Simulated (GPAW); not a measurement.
# PbO2 (Fm-3m) in GPAW: settings compared, part 2 of 2

GPAW 26.7.0.

**4. Band structure, BLYP+D3(BJ), spin-orbit coupling, no magnetisation**

File run.py:

```python
import numpy as np
from ase.calculators.mixing import SumCalculator
from ase.dft.bandgap import bandgap
from ase.io import read, write
from ase.units import GPa
from dftd3.ase import DFTD3
from gpaw import GPAW, PW, setup_paths
from gpaw.spinorbit import soc_eigenstates

setup_paths.insert(0, '.')

atoms = read('PbO2.cif')

calc = GPAW(mode=PW(800),
            xc='BLYP',
            kpts={'size': (9, 9, 9), 'gamma': True},
            occupations={'name': 'fermi-dirac', 'width': 0.05},
            nbands=24,
            convergence={'density': 1e-05, 'energy': 1e-05},
            maxiter=150,
            txt='gpaw.txt')
atoms.calc = SumCalculator([calc, DFTD3(method='blyp', damping='d3bj')])
energy = atoms.get_potential_energy()
forces = atoms.get_forces()
stress = atoms.get_stress()
calc.write('gs.gpw')
write('result.traj', atoms)
print(f'Energy: {energy:.6f} eV')
print('Forces (eV/A):')
print(forces.round(4))
print('Stress (GPa):', (stress / GPa).round(3))
print('Fermi level:', round(calc.get_fermi_level(), 4), 'eV')
print(f'Gap: {bandgap(calc)[0]:.4f} eV, direct: {bandgap(calc, direct=True)[0]:.4f} eV')

path = atoms.cell.bandpath('GXWKGLUWLK,UX', npoints=60, eps=1e-4)
bs_calc = calc.fixed_density(kpts=path, symmetry='off', nbands=35,
                             convergence={'bands': 'CBM+6.0', 'eigenstates': 1e-6}, txt='bands.txt')
bs = bs_calc.band_structure()
bs.write('bs.json')
print(f'Gap on the path: {bandgap(bs_calc)[0]:.4f} eV')

soc = soc_eigenstates(bs_calc, theta=90, phi=45)
np.savetxt('soc_bands.dat', soc.eigenvalues(), fmt='%.4f')
mesh = soc_eigenstates('gs.gpw', theta=90, phi=45)
np.savetxt('soc_mesh.dat', mesh.eigenvalues(), fmt='%.4f')
print('Fermi level with spin-orbit coupling:', round(mesh.fermi_level, 4), 'eV')
```

File PbO2.cif:

```cif
data_PbO2
_cell_length_a 3.82119373
_cell_length_b 3.82119373
_cell_length_c 3.82119373
_cell_angle_alpha 60.00000000
_cell_angle_beta 60.00000000
_cell_angle_gamma 60.00000000
_space_group_name_H-M_alt 'P1'
_space_group_name_Hall 'P 1'
_space_group_IT_number 1
loop_
_space_group_symop_operation_xyz
'x,y,z'
loop_
_atom_site_label
_atom_site_type_symbol
_atom_site_symmetry_multiplicity
_atom_site_Wyckoff_symbol
_atom_site_fract_x
_atom_site_fract_y
_atom_site_fract_z
_atom_site_occupancy
Pb1 Pb 1 a 0.0000000000 0.0000000000 0.0000000000 1
O1 O 1 a 0.7500000000 0.7500000000 0.7500000000 1
O2 O 1 a 0.2500000000 0.2500000000 0.2500000000 1
```

Potentials or basis: PAW data sets generated in the run's folder for this functional, pw.

Command:

```
gpaw-setup -f BLYP O Pb
OMP_NUM_THREADS=1 python run.py
```

gpaw.txt:

```text
__  _  _
 | _ |_)|_||  |
 |__||  | ||/\| - 26.7.0

Input parameters:
  mode=PW(ecut=800.0),
  convergence={'density': 1e-05, 'energy': 1e-05},
  kpts=MonkhorstPack(size=(9, 9, 9), gamma=True),
  maxiter=150,
  nbands=24,
  occupations=Occupations(name='fermi-dirac', width=0.05),
  xc=XC(name='BLYP')

Diagonalizing LCAO Hamiltonian
Converting LCAO to pw mode

                       O

            O
       Pb

Atoms  # Å, Bohr magnetons
|   | symbol |        x |        y |        z |    initial magnetic moments |
|---|--------|----------|----------|----------|-----------------------------|
| 0 |     Pb | 0.000000 | 0.000000 | 0.000000 | ( 0.0000,  0.0000,  0.0000) |
| 1 |      O | 5.731791 | 3.309251 | 2.339994 | ( 0.0000,  0.0000,  0.0000) |
| 2 |      O | 1.910597 | 1.103084 | 0.779998 | ( 0.0000,  0.0000,  0.0000) |

Unit cell  # Å
| periodic |        x |        y |        z |  lengths |    angles |
|----------|----------|----------|----------|----------|-----------|
|      yes | 3.821194 | 0.000000 | 0.000000 | 3.821194 | 60.000000 |
|      yes | 1.910597 | 3.309251 | 0.000000 | 3.821194 | 60.000000 |
|      yes | 1.910597 | 1.103084 | 3.119992 | 3.821194 | 60.000000 |

Number of symmetries: 48
Symmetry operations  # r_c * U_cc + t_c -> r_c
|    | kind |            matrix            |
|----|------|------------------------------|
|  0 |  σ   |  1, 0, 0,  1, 0,-1,  1,-1, 0 |
|  1 |  C2  |  1, 0, 0,  1,-1, 0,  1, 0,-1 |
|  2 |  E   |  1, 0, 0,  0, 1, 0,  0, 0, 1 |
|  3 |  σ   |  1, 0, 0,  0, 0, 1,  0, 1, 0 |
|  4 |  C4  |  1, 0,-1,  1, 0, 0,  1,-1, 0 |
[... 167 lines left out ...]
- Maximum integral of absolute [eigenst]ate change: 4e-08 eV^2 / valence electron
maximum number of iterations: 150

SCF iterations
|iter     | |      energy | eigst |  dens |
|---------|-|-------------|-------|-------|
|iter:   1| |  -18.155566 | +0.04 |       |
|iter:   2| |  -17.268427 | -1.52 | -0.86 |
|iter:   3| |  -15.151938 | -0.74 | -0.92 |
|iter:   4| |  -15.142253 | -2.96 | -1.52 |
|iter:   5| |  -15.143056 | -3.17 | -1.79 |
|iter:   6| |  -15.143258 | -4.61 | -2.94 |
|iter:   7| |  -15.143310c| -5.27 | -3.34 |
|iter:   8| |  -15.143312c| -6.60 | -4.09 |
|iter:   9| |  -15.143312c| -7.56c| -4.70 |
|iter:  10| |  -15.143312c| -8.30c| -5.47c|

Converged in 10 steps
Energy contributions relative to reference atoms: (reference = -571389.338578)

Energy contributions:
  Kinetic:          31.574689
  Coulomb:         -28.017532
  Zero:              0.092288
  External:          0.000000
  Xc:              -18.789788
  Entropy:          -0.005939
  Spinorbit:         0.000000
  ----------------------------
  Free energy:     -15.146281
  Extrapolated:    -15.143312

dipole moment: (-31.286511, -18.063276, -12.772665)  # |e|*Ang

Fermi level: 6.739
Eigenvalues  # (at kpt = [0.000, 0.000, 0.000])
| band index |      eig [eV] | occ [0-2] |
|------------|---------------|-----------|
|          0 |       -11.633 |     2.000 |
|        ... |               |           |
|          6 |        -8.663 |     2.000 |
|          7 |         4.086 |     2.000 |
|          8 |         4.824 |     2.000 |
|          9 |         4.824 |     2.000 |
|         10 |         4.824 |     2.000 |
|         11 |         5.552 |     2.000 |
[... 8 lines left out ...]
|         20 |        27.069 |     0.000 |
|         21 |        27.069 |     0.000 |
|        ... |               |           |
|         23 |        28.715 |     0.000 |

No gap
No difference between direct/indirect transitions

Forces  # eV/Ang
|        x |        y |        z |
|----------|----------|----------|
| -0.00000 | -0.00000 |  0.00000 |  # Pb   0
|  0.00000 | -0.00000 |  0.00000 |  # O    1
|  0.00000 | -0.00000 | -0.00000 |  # O    2

Stress tensor  # eV/Ang^3
|         x |         y |         z |
|-----------|-----------|-----------|
| -0.031651 |  0.000000 |  0.000000 |
|  0.000000 | -0.031651 | -0.000000 |
|  0.000000 | -0.000000 | -0.031651 |

# Writing to gs.gpw (mode='')
```

It took 77 s on 1 thread of Arm Neoverse V1, shared host; peak memory 0.41 GiB.

Results:

```
Free energy                : -16.6773 eV
Pressure                   : -1.2 GPa
Band gap along the path    : none (metal or under the smearing width)
Dispersion energy per atom : -0.510 eV
```

Levels at the corners of the path, in eV from the Fermi level:
```csv
point,band 22,band 23,band 24,band 25,band 26,band 27,band 28,band 29,band 30
Γ,-1.82,-1.51,-1.51,-1.09,-1.09,-1.09,-1.09,4.95,4.95
X,-0.24,-0.17,-0.17,-0.10,-0.10,1.71,1.71,5.82,5.82
W,-2.39,-0.39,-0.39,0.01,0.01,2.24,2.24,7.11,7.13
K,-1.27,-0.47,-0.47,-0.23,-0.23,2.15,2.15,6.85,6.85
Γ,-1.82,-1.51,-1.51,-1.09,-1.09,-1.09,-1.09,4.95,4.95
L,-2.54,-1.43,-1.43,-1.30,-1.30,2.56,2.56,6.67,6.67
U,-1.27,-0.47,-0.47,-0.23,-0.23,2.15,2.15,6.83,6.84
W,-2.39,-0.39,-0.39,0.01,0.01,2.24,2.24,7.11,7.13
L,-2.54,-1.43,-1.43,-1.30,-1.30,2.56,2.56,6.67,6.67
K,-1.27,-0.47,-0.47,-0.23,-0.23,2.15,2.15,6.85,6.85
U,-1.27,-0.47,-0.47,-0.23,-0.23,2.15,2.15,6.83,6.84
X,-0.24,-0.17,-0.17,-0.10,-0.10,1.71,1.71,5.82,5.82
```

Caveat: spin-orbit coupling was added after a scalar SCF, so levels and gaps hold it while energy, forces, pressure and moments don't; this program's spin-orbit splittings come out too wide for heavy elements; pairwise dispersion overbinds metals, which lowers pressure and volume.

**5. The runs side by side**

```tsv
task	level	potentials or basis	spin	cell	k mesh	data set	band path	band points	spin axis theta (degrees)	spin axis phi (degrees)	mesh quality	pressure (GPa)
equation of state	rSCAN	JTH PAW 2.0, PBE, pw	collinear, ferromagnetic start	as given	5 × 5 × 5	O jth, Pb jth	-	-	-	-	coarse	-
band structure	PBEsol	PAW data sets generated in the run's folder for this functional, pw	collinear, ferromagnetic start	cell strained at random at fixed volume	5 × 5 × 4	-	XGY,LGZ,NGM,RG	100	-	-	coarse	-7.2
band structure	BLYP+D3(BJ)	PAW data sets generated in the run's folder for this functional, pw	SOC, no magnetisation	as given	9 × 9 × 9	-	GXWKGLUWLK,UX	60	90	45	not flagged	-1.2
```

Alike in all rows: cutoff (eV) 800; smearing fermi-dirac 0.05 eV.

Caveats: some runs use coarse meshes; the program truncates these outside data sets (some runs); the points scatter about the fit (some runs); the PAW data sets were made with another functional, which shifts forces and pressure a little (some runs); spin-orbit coupling is left out, which moves the levels of the heavy elements (some runs); spin-orbit coupling was added after a scalar SCF, so levels and gaps hold it while energy, forces, pressure and moments don't (some runs); this program's spin-orbit splittings come out too wide for heavy elements (some runs); pairwise dispersion overbinds metals, which lowers pressure and volume (some runs).

Total energies depend on the potentials used, so only differences within one code and one set of settings carry meaning.
